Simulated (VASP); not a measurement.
# TiO (Pm-3m) in VASP: notebook

One crystal, TiO, is run at these levels: LDA; tasks: single point.

All numbers are computed with VASP 6.6.1; they aren't measurements. Logs are shortened: lines on timing, memory, paths and dates and some standing lists are left out, and cuts for length are marked.

### 1 The crystal as given

Symmetry: Pm-3m, No. 221, cubic system. Conventional cell: a = 2.708 Å, b = 2.708 Å, c = 2.708 Å, α = 90.00°, β = 90.00°, γ = 90.00°. Around Ti (site symmetry m-3m) lie 8 O at 2.35 Å. Around O (site symmetry m-3m) lie 8 Ti at 2.35 Å.

The cell comes from a database or a generator and needn't be the stable form of this composition.

### 2 Single point, LDA, collinear spin, ferromagnetic start

File INCAR:

```
PREC = Accurate ; ENCUT = 520
EDIFF = 1E-6 ; ISMEAR = 0
SIGMA = 0.05 ; LREAL = F
LASPH = T ; NELM = 100
ALGO = Fast ; ISIF = 2
LWAVE = F ; LCHARG = F
ISPIN = 2 ; MAGMOM = 1 0
LORBIT = 11 ; LMAXMIX = 4
```

File KPOINTS:

```
regular mesh
0
Gamma
  7 7 7
```

File POSCAR:

```
TiO
1.0
    2.7083400800      0.0000000000      0.0000000000
    0.0000000000      2.7083400800      0.0000000000
    0.0000000000      0.0000000000      2.7083400800
Ti O
1 1
Direct
    0.0000000000      0.0000000000      0.0000000000
    0.5000000000      0.5000000000      0.5000000000
```

Potentials or basis: VASP PAW LDA potentials, release 64 (Ti_sv, O).

Launch:

```console
$ cat potpaw_LDA.64/Ti_sv/POTCAR potpaw_LDA.64/O/POTCAR > POTCAR
$ mpirun -np 1 vasp_std > vasp.out
```

OUTCAR:

```text
PREC = Accurate
   ENCUT = 520
   EDIFF = 1E-6
   ISMEAR = 0
   LREAL = F
   LASPH = T
   NELM = 100
   ISIF = 2
   ISPIN = 2
   LORBIT = 11

 ion  position               nearest neighbor table
   1  0.000  0.000  0.000-   2 2.35   2 2.35   2 2.35   2 2.35   2 2.35   2 2.35   2 2.35   2 2.35

   2  0.500  0.500  0.500-   1 2.35   1 2.35   1 2.35   1 2.35   1 2.35   1 2.35   1 2.35   1 2.35

  LATTYP: Found a simple cubic cell.
 ALAT       =     2.7083400800

  Lattice vectors:

 A1 = (   2.7083400800,   0.0000000000,   0.0000000000)
 A2 = (   0.0000000000,   2.7083400800,   0.0000000000)
 A3 = (   0.0000000000,   0.0000000000,   2.7083400800)

Analysis of symmetry for initial positions (statically):
=====================================================================
 Subroutine PRICEL returns:
 Original cell was already a primitive cell.

 Routine SETGRP: Setting up the symmetry group for a
 simple cubic supercell.

 Subroutine GETGRP returns: Found 48 space group operations
 (whereof 48 operations were pure point group operations)
 out of a pool of 48 trial point group operations.

The static configuration has the point symmetry O_h .

Analysis of symmetry for dynamics (positions and initial velocities):
=====================================================================
 Subroutine PRICEL returns:
 Original cell was already a primitive cell.

 Routine SETGRP: Setting up the symmetry group for a
 simple cubic supercell.

 Subroutine GETGRP returns: Found 48 space group operations
 (whereof 48 operations were pure point group operations)
 out of a pool of 48 trial point group operations.

The dynamic configuration has the point symmetry O_h .

Analysis of structural, dynamic, and magnetic symmetry:
=====================================================================
 Subroutine PRICEL returns:
 Original cell was already a primitive cell.

 Routine SETGRP: Setting up the symmetry group for a
 simple cubic supercell.

 Subroutine GETGRP returns: Found 48 space group operations
 (whereof 48 operations were pure point group operations)
 out of a pool of 48 trial point group operations.

The overall configuration has the point symmetry O_h .

 Subroutine INISYM returns: Found 48 space group operations
 (whereof 48 operations are pure point group operations),
 and found     1 'primitive' translations

----------------------------------------------------------------------------------------

                                     Primitive cell

  volume of cell :      19.8660

  direct lattice vectors                    reciprocal lattice vectors
     2.708340080  0.000000000  0.000000000     0.369229849  0.000000000  0.000000000
     0.000000000  2.708340080  0.000000000     0.000000000  0.369229849  0.000000000
     0.000000000  0.000000000  2.708340080     0.000000000  0.000000000  0.369229849

  length of vectors
     2.708340080  2.708340080  2.708340080     0.369229849  0.369229849  0.369229849

  position of ions in fractional coordinates (direct lattice)
     0.000000000  0.000000000  0.000000000
     0.500000000  0.500000000  0.500000000

  ion indices of the primitive-cell ions
   primitive index   ion index
                 1           1
                 2           2

----------------------------------------------------------------------------------------

 KPOINTS: regular mesh

Automatic generation of k-mesh.
 Grid dimensions read from file:
 generate k-points for:    7    7    7

 Generating k-lattice:

  Cartesian coordinates                     Fractional coordinates (reciprocal lattice)
     0.052747121  0.000000000  0.000000000     0.142857143  0.000000000  0.000000000
     0.000000000  0.052747121  0.000000000     0.000000000  0.142857143  0.000000000
     0.000000000  0.000000000  0.052747121     0.000000000  0.000000000  0.142857143

  Length of vectors
     0.052747121  0.052747121  0.052747121

  Shift w.r.t. Gamma in fractional coordinates (k-lattice)
     0.000000000  0.000000000  0.000000000

[... 38 lines left out ...]
   ICHARG =      2    charge: 1-file 2-atom 10-const
   ISPIN  =      2    spin polarized calculation?
   LNONCOLLINEAR =      F non collinear calculations
   LSORBIT =      F    spin-orbit coupling
   LASPH  =      T    aspherical Exc in radial PAW
   ENCUT  =  520.0 eV  38.22 Ry    6.18 a.u.   5.04  5.04  5.04*2*pi/ulx,y,z
   NELM   =    100;   NELMIN=  2; NELMDL= -5     # of ELM steps
   EDIFF  = 0.1E-05   stopping-criterion for ELM
   LREAL  =      F    real-space projection
   EDIFFG = 0.1E-04   stopping-criterion for IOM
   NSW    =      0    number of steps for IOM
   IBRION =     -1    ionic relax: 0-MD 1-quasi-New 2-CG
   NFREE  =      0    steps in history (QN), initial steepest desc. (CG)
   ISIF   =      2    stress and relaxation
   ISYM   =      2    0-nonsym 1-usesym 2-fastsym
   POTIM  = 0.5000    time-step for ionic-motion
   TEBEG  =    0.0;   TEEND  =   0.0 temperature during run
   PSTRESS=    0.0 pullay stress
   NELECT =      18.0000    total number of electrons
   NUPDOWN=      -1.0000    fix difference up-down
   EMIN   =  10.00;   EMAX   =-10.00  energy-range for DOS
   EFERMI =   0.00;   METHOD = LEGACY
   ISMEAR =     0;   SIGMA  =   0.05  broadening in eV -4-tet -1-fermi 0-gaus
   EFERMI_NEDOS =   21; number of points for ismear=-14 and -15
   IALGO  =     68    algorithm
   IMIX   =      4    mixing-type and parameters
     AMIX     =   0.40;   BMIX     =  1.00
     AMIX_MAG =   1.60;   BMIX_MAG =  1.00
  volume/ion in A,a.u.               =       9.93        67.03
  Fermi-wavevector in a.u.,A,eV,Ry     =   1.584148  2.993606 34.144167  2.509525
  Thomas-Fermi vector in A             =   2.683810
   LORBIT       =     11    0 simple, 1 ext, 2 COOP (PROOUT), +10 PAW based schemes
   GGA     = CA    functional components
   LHFCALC =     F    Hartree Fock is set to
   AEXX    =    0.0000 exact exchange contribution
   IVDW    =     0    specifies the selected vdW correction
   LEPSILON=     F    determine dielectric tensor
   LRPA    =     F    only Hartree local field effects (RPA)
 spin polarized calculation
 RMM-DIIS sequential band-by-band and
 Gauss-broadening in eV      SIGMA  =   0.05
  energy-cutoff  :      520.00
  volume of cell :       19.87
 maximum number of plane-waves:       541
   NGX = 11   NGY = 11   NGZ = 11

 number of electron      18.0000002 magnetization      -0.0123507

 number of electron      18.0000002 magnetization       0.0517716

 Free energy of the ion-electron system (eV)
  ---------------------------------------------------
  ext. energy  EPLUGINS =         0.00000000
  ---------------------------------------------------
  free energy    TOTEN  =       -18.47293541 eV

  energy without entropy =      -18.46990344  energy(sigma->0) =      -18.47141942

 E-fermi :  11.1873     XC(G=0): -13.2000

 val. band max:       11.1629756553   @ k =   0.2857   0.1429   0.1429
 cond. band min:      11.1955379776   @ k =   0.2857   0.1429   0.0000
 fundamental gap:      0.0325623223
 Fermi energy:        11.1873306121

 spin component 1

 k-point     1 :       0.0000    0.0000    0.0000
  band No.  band energies     occupation
      1     -46.2709      1.00000
      2     -22.5510      1.00000
      3     -22.5510      1.00000
      4     -22.5510      1.00000
      5     -10.2204      1.00000
      6       6.4345      1.00000
      7       6.4345      1.00000
      8       6.4345      1.00000
      9       8.1940      1.00000
     10       8.1940      1.00000
     11      12.3193      0.00000
     12      13.0295      0.00000
     13      13.0295      0.00000
     14      13.0295      0.00000
[... 308 lines left out ...]
  band No.  band energies     occupation
      1     -45.9861      1.00000
      2     -23.0536      1.00000
      3     -23.0448      1.00000
      4     -23.0448      1.00000
      5      -8.2149      1.00000
      6       2.7379      1.00000
      7       2.7379      1.00000
      8       2.9907      1.00000
      9      13.0078      0.00000
     10      13.4410      0.00000
     11      13.4410      0.00000
     12      13.9138      0.00000
     13      13.9138      0.00000
     14      18.6300      0.00000
 Fermi energy:        11.1873306121

 spin component 2

 k-point     1 :       0.0000    0.0000    0.0000
  band No.  band energies     occupation
      1     -46.2341      1.00000
      2     -22.5150      1.00000
      3     -22.5150      1.00000
      4     -22.5150      1.00000
      5     -10.2112      1.00000
      6       6.4438      1.00000
      7       6.4438      1.00000
      8       6.4438      1.00000
      9       8.2341      1.00000
     10       8.2341      1.00000
     11      12.3488      0.00000
     12      13.0555      0.00000
     13      13.0555      0.00000
     14      13.0555      0.00000
[... 309 lines left out ...]
      1     -45.9492      1.00000
      2     -23.0175      1.00000
      3     -23.0088      1.00000
      4     -23.0088      1.00000
      5      -8.2063      1.00000
      6       2.7493      1.00000
      7       2.7493      1.00000
      8       3.0019      1.00000
      9      13.0305      0.00000
     10      13.4689      0.00000
     11      13.4689      0.00000
     12      13.9549      0.00000
     13      13.9549      0.00000
     14      18.6549      0.00000

------------------------ aborting loop because EDIFF is reached ----------------------------------------

  FORCE on cell =-STRESS in cart. coord.  units (eV):
  Direction    XX          YY          ZZ          XY          YZ          ZX
  --------------------------------------------------------------------------------------
  -------------------------------------------------------------------------------------
  Total       -3.4347707     -3.4347707     -3.4347707      0.0000000     -0.0000000      0.0000000
  in kB     -277.0121051   -277.0121051   -277.0121051      0.0000000     -0.0000000      0.0000000
  external PRESSURE =    -277.0121051 kB  Pullay stress =       0.0000000 kB

 VOLUME and BASIS-vectors are now :
 -----------------------------------------------------------------------------
  energy-cutoff  :      520.00
  volume of cell :       19.87
      direct lattice vectors                 reciprocal lattice vectors
     2.708340080  0.000000000  0.000000000     0.369229849  0.000000000  0.000000000
     0.000000000  2.708340080  0.000000000     0.000000000  0.369229849  0.000000000
     0.000000000  0.000000000  2.708340080     0.000000000  0.000000000  0.369229849

 POSITION                                       TOTAL-FORCE (eV/Angst)
 -----------------------------------------------------------------------------------
      0.00000      0.00000      0.00000         0.000000      0.000000      0.000000
      1.35417      1.35417      1.35417         0.000000      0.000000      0.000000
 -----------------------------------------------------------------------------------
    total drift:                               -0.000000      0.000000      0.000000

  FREE ENERGIE OF THE ION-ELECTRON SYSTEM (eV)
  ---------------------------------------------------
  free  energy   TOTEN  =       -18.4729354063 eV

  energy  without entropy=      -18.4699034394  energy(sigma->0) =      -18.47141942

 total charge

# of ion       s       p       d       tot
------------------------------------------
    1        2.141   6.092   2.096  10.330
    2        1.542   3.402   0.000   4.944
--------------------------------------------------
tot          3.683   9.494   2.096  15.273

 magnetization (x)

# of ion       s       p       d       tot
------------------------------------------
    1        0.000   0.001   0.041   0.041
    2        0.000   0.004   0.000   0.004
--------------------------------------------------
tot          0.000   0.005   0.041   0.046
```

Run time: 12 s. Hardware: 1 thread of Intel Xeon Platinum 8488C (Sapphire Rapids), shared host; peak memory 0.12 GiB.

Results:

```yaml
Free_energy: -18.4729 eV
Pressure: -27.7 GPa
Band_gap_on_the_k_mesh: none (metal or under the smearing width)
Net_moment: 0.05 μB per cell
Site_moments: Ti +0.04; O +0.00 μB
Valence_electrons_inside_the_program's_atomic_spheres: Ti 10.33; O 4.94
```

Caveat: so large a pressure means that the cell lies far from this level's equilibrium, or that cutoff or potentials fall short; semilocal functionals often make such compounds metallic where correlation or magnetic order opens a gap, which also shifts bond lengths.

### 3 Single point, LDA, collinear spin, antiferromagnetic start

This run uses another cell than the first one: it holds 4 atoms, not 2.

File INCAR:

```
  PREC = Accurate
  ENCUT = 520
  EDIFF = 1E-6
  ISMEAR = 0
  SIGMA = 0.05
  LREAL = F
  LASPH = T
  NELM = 60
  ALGO = Normal
  ISIF = 2
  LWAVE = F
  LCHARG = T
  ISPIN = 2
  MAGMOM = 1 -1 0 0
  LORBIT = 11
  LMAXMIX = 4
  GGA = CA
  LELF = T
  LVHAR = T
  NBANDS = 30
```

File KPOINTS:

```
Automatic mesh
0
Gamma
  5 5 7
```

File POSCAR:

```
TiO
1.0
    2.7083400800      2.7083400800      0.0000000000
   -2.7083400800      2.7083400800      0.0000000000
    0.0000000000      0.0000000000      2.7083400800
Ti O
2 2
Direct
    0.0000000000      0.0000000000      0.0000000000
    0.5000000000      0.5000000000      0.0000000000
    0.5000000000      0.0000000000      0.5000000000
    0.0000000000      0.5000000000      0.5000000000
```

Potentials or basis: VASP PAW LDA potentials, release 64 (Ti_sv, O).

Launch:

```console
$ cat potpaw_LDA.64/Ti_sv/POTCAR potpaw_LDA.64/O/POTCAR > POTCAR
$ mpirun -np 1 vasp_std > vasp.out
```

OUTCAR:

```text
PREC = Accurate
   ENCUT = 520
   EDIFF = 1E-6
   ISMEAR = 0
   LREAL = F
   LASPH = T
   NELM = 60
   ISIF = 2
   ISPIN = 2
   LORBIT = 11
   GGA = CA

 ion  position               nearest neighbor table
   1  0.000  0.000  0.000-   3 2.35   4 2.35   3 2.35   4 2.35   4 2.35   4 2.35   3 2.35   3 2.35
                             2 2.71   2 2.71   2 2.71   2 2.71
   2  0.500  0.500  0.000-   3 2.35   4 2.35   3 2.35   4 2.35   3 2.35   3 2.35   4 2.35   4 2.35
                             1 2.71   1 2.71   1 2.71   1 2.71
[... 1845 lines left out ...]
     2.708340080  2.708340080  0.000000000     0.184614925  0.184614925  0.000000000
    -2.708340080  2.708340080  0.000000000    -0.184614925  0.184614925  0.000000000
     0.000000000  0.000000000  2.708340080     0.000000000  0.000000000  0.369229849

 POSITION                                       TOTAL-FORCE (eV/Angst)
 -----------------------------------------------------------------------------------
      0.00000      0.00000      0.00000        -0.000000     -0.000000      0.000000
      0.00000      2.70834      0.00000         0.000000      0.000000     -0.000000
      1.35417      1.35417      1.35417         0.000000     -0.000000      0.000000
     -1.35417      1.35417      1.35417        -0.000000     -0.000000     -0.000000
 -----------------------------------------------------------------------------------
    total drift:                               -0.000000      0.000000      0.000000

  FREE ENERGIE OF THE ION-ELECTRON SYSTEM (eV)
  ---------------------------------------------------
  free  energy   TOTEN  =       -36.9900387871 eV

  energy  without entropy=      -36.9891465743  energy(sigma->0) =      -36.98959268

 total charge

# of ion       s       p       d       tot
------------------------------------------
    1        2.142   6.094   2.095  10.331
    2        2.142   6.094   2.095  10.331
    3        1.542   3.399   0.000   4.941
    4        1.542   3.399   0.000   4.941
--------------------------------------------------
tot          7.367  18.987   4.190  30.545

 magnetization (x)

# of ion       s       p       d       tot
------------------------------------------
    1        0.000  -0.000   0.000   0.000
    2       -0.000   0.000  -0.000  -0.000
    3        0.000   0.000   0.000   0.000
    4        0.000   0.000   0.000   0.000
--------------------------------------------------
tot          0.000   0.000   0.000   0.000
```

OSZICAR:

```text
N       E                     dE             d eps       ncg     rms          rms(c)
DAV:   1     0.436497782827E+03    0.43650E+03   -0.17687E+04  2888   0.149E+03
DAV:   2     0.524103817981E+01   -0.43126E+03   -0.40594E+03  2964   0.447E+02
DAV:   3    -0.393782227432E+02   -0.44619E+02   -0.43558E+02  3994   0.140E+02
DAV:   4    -0.415846611770E+02   -0.22064E+01   -0.21575E+01  3958   0.264E+01
DAV:   5    -0.416338762062E+02   -0.49215E-01   -0.49185E-01  3474   0.343E+00    0.179E+01
DAV:   6    -0.372900383134E+02    0.43438E+01   -0.11984E+01  3690   0.366E+01    0.666E+00
DAV:   7    -0.370709780845E+02    0.21906E+00   -0.15035E+00  3330   0.110E+01    0.441E+00
DAV:   8    -0.370108307438E+02    0.60147E-01   -0.65094E-01  3336   0.639E+00    0.211E+00
DAV:   9    -0.369917254550E+02    0.19105E-01   -0.62000E-02  3292   0.242E+00    0.554E-01
DAV:  10    -0.369904190080E+02    0.13064E-02   -0.24163E-02  3772   0.134E+00    0.511E-01
DAV:  11    -0.369900408491E+02    0.37816E-03   -0.28671E-03  3344   0.447E-01    0.537E-02
DAV:  12    -0.369900481126E+02   -0.72635E-05   -0.28844E-04  3370   0.136E-01    0.443E-02
DAV:  13    -0.369900396837E+02    0.84288E-05   -0.31978E-05  3398   0.472E-02    0.158E-02
DAV:  14    -0.369900387871E+02    0.89668E-06   -0.26490E-06  3234   0.131E-02
   1 F= -.36990039E+02 E0= -.36989593E+02  d E =-.892213E-03  mag=    -0.0000
```

stdout:

```text
POSCAR found type information on POSCAR TiO
 POSCAR found :  2 types and       4 ions
 scaLAPACK will be used
 LDA part: xc-table for (Slater(with rela. corr.)+CA(PZ))
 , standard interpolation
 POSCAR, INCAR and KPOINTS ok, starting setup
 FFT: planning ... GRIDC
 FFT: planning ... GRID_SOFT
 FFT: planning ... GRID
 WAVECAR not read
 entering main loop
```

Run time: 28 s. Hardware: 1 thread of Intel Xeon Platinum 8488C (Sapphire Rapids), shared host; peak memory 0.16 GiB.

What came out:

| Property | Result |
| --- | --- |
| Free energy | -36.9900 eV |
| Pressure | -28.0 GPa |
| Band gap on the k mesh | none (metal or under the smearing width) |
| Net moment | 0.00 μB per cell |
| Valence electrons inside the program's atomic spheres | Ti 10.33; O 4.94 |

Stress tensor (GPa, compression positive):
```
-28.05   0.00   0.00
  0.00 -28.05   0.00
  0.00   0.00 -27.77
```

Caveat: so large a pressure means that the cell lies far from this level's equilibrium, or that cutoff or potentials fall short; semilocal functionals often make such compounds metallic where correlation or magnetic order opens a gap, which also shifts bond lengths.
